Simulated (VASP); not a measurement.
The input files of a VASP run:

File POSCAR:
```
InN
1
    1.8054000000    -3.1270450000     0.0000000000
    1.8054000000     3.1270450000     0.0000000000
    0.0000000000     0.0000000000     5.8140000000
In N
2 2
Direct
  0.6666670000   0.3333330000   0.5000000000
  0.3333330000   0.6666670000   0.0000000000
  0.6666670000   0.3333330000   0.8790000000
  0.3333330000   0.6666670000   0.3790000000
```

INCAR:
```
SYSTEM = InN
PREC = Accurate
ENCUT = 520
EDIFF = 1E-6
NELM = 100
ALGO = Normal
LREAL = .FALSE.
LASPH = .TRUE.
ISMEAR = 0
SIGMA = 0.05
LMAXMIX = 4
LWAVE = .FALSE.
LCHARG = .FALSE.
ISIF = 2
METAGGA = R2SCAN
LEPSILON = .TRUE.
```

File KPOINTS:
```
Automatic mesh
0
Gamma
5 5 3
0 0 0
```

POTCAR, in this order: In_d N (PBE.64 set). Program: vasp_std.

Output

**standard output**
```
 POSCAR found type information on POSCAR InN
 POSCAR found :  2 types and       4 ions
 Reading from existing POTCAR
 Reading from existing POTCAR

 -----------------------------------------------------------------------------
|                                                                             |
|               ----> ADVICE to this user running VASP <----                  |
|                                                                             |
|     You enforced a specific xc type in the INCAR file but a different       |
|     type was found in the POTCAR file.                                      |
|     I HOPE YOU KNOW WHAT YOU ARE DOING!                                     |
|                                                                             |
 -----------------------------------------------------------------------------

 LDA part: xc-table for (None), standard interpolation
 POSCAR, INCAR and KPOINTS ok, starting setup
 WAVECAR not read
 entering main loop
       N       E                     dE             d eps       ncg     rms          rms(c)
DAV:   1     0.309147284499E+03    0.30915E+03   -0.18715E+04   440   0.226E+03
DAV:   2    -0.280408052155E+02   -0.33719E+03   -0.32820E+03   470   0.497E+02
DAV:   3    -0.747448139263E+02   -0.46704E+02   -0.45894E+02   596   0.189E+02
DAV:   4    -0.762702677828E+02   -0.15255E+01   -0.15224E+01   530   0.374E+01
DAV:   5    -0.763274830010E+02   -0.57215E-01   -0.57206E-01   618   0.648E+00    0.149E+01
DAV:   6    -0.634251795645E+02    0.12902E+02   -0.15868E+01   732   0.767E+01    0.102E+01
DAV:   7    -0.637844504271E+02   -0.35927E+00   -0.21215E+00   476   0.133E+01    0.394E+00
DAV:   8    -0.637964327374E+02   -0.11982E-01   -0.13334E-01   680   0.702E+00    0.170E+00
DAV:   9    -0.638036475715E+02   -0.72148E-02   -0.65110E-02   646   0.248E+00    0.296E-01
DAV:  10    -0.638040774710E+02   -0.42990E-03   -0.30392E-03   554   0.526E-01    0.202E-01
DAV:  11    -0.638045873926E+02   -0.50992E-03   -0.29618E-03   478   0.520E-01    0.107E-01
DAV:  12    -0.638043790844E+02    0.20831E-03   -0.76717E-04   684   0.260E-01    0.379E-02
DAV:  13    -0.638043863028E+02   -0.72184E-05   -0.83661E-05   502   0.971E-02    0.217E-02
DAV:  14    -0.638043868509E+02   -0.54807E-06   -0.29469E-06   550   0.156E-02
   1 F= -.63804387E+02 E0= -.63803874E+02  d E =-.102569E-02

 -----------------------------------------------------------------------------
|                                                                             |
|     EEEEEEE  RRRRRR   RRRRRR   OOOOOOO  RRRRRR      ###     ###     ###     |
|     E        R     R  R     R  O     O  R     R     ###     ###     ###     |
|     E        R     R  R     R  O     O  R     R     ###     ###     ###     |
|     EEEEE    RRRRRR   RRRRRR   O     O  RRRRRR       #       #       #      |
|     E        R   R    R   R    O     O  R   R                               |
|     E        R    R   R    R   O     O  R    R      ###     ###     ###     |
|     EEEEEEE  R     R  R     R  OOOOOOO  R     R     ###     ###     ###     |
|                                                                             |
|     You have switched on METAGGA and linear-response routines. This         |
|     combination is currently not supported. If you have selected            |
|     LEPSILON=.TRUE., you can try using LCALCEPS=.TRUE. instead. In all      |
|     other cases, VASP will stop. SOOO sorry...                              |
|                                                                             |
|       ---->  I REFUSE TO CONTINUE WITH THIS SICK JOB ... BYE!!! <----       |
|                                                                             |
 -----------------------------------------------------------------------------
```

Q: Read input and log: which fault does this run have?
(A) MAGMOM holds more values than there are atoms
(B) POTCAR lists the elements in another order than POSCAR
(C) one atom is typed twice, on or next to the same site
(D) LEPSILON was set with a meta-GGA

A: D, LEPSILON was set with a meta-GGA. VASP stops with an error: You have switched on METAGGA and linear-response routines. This combination is currently not supported. If you have selected LEPSILON=.TRUE., you can try using LCALCEPS=.TRUE. instead. In all other cases, VASP will stop. SOOO sorry... ----> I REFUSE TO CONTINUE WITH THIS SICK JOB ... BYE!!! <----

To mend it, use a GGA with LEPSILON, or finite fields (LCALCEPS) with the meta-GGA. The plain static run on this cell (PBE GGA, plane waves, VASP's PBE PAW potentials (set 64)) converges, and its OSZICAR ends with
```
   1 F= -.21382517E+02 E0= -.21382004E+02  d E =-.102459E-02
```

The compound is InN in the wurtzite structure. The cell was not relaxed at this level.
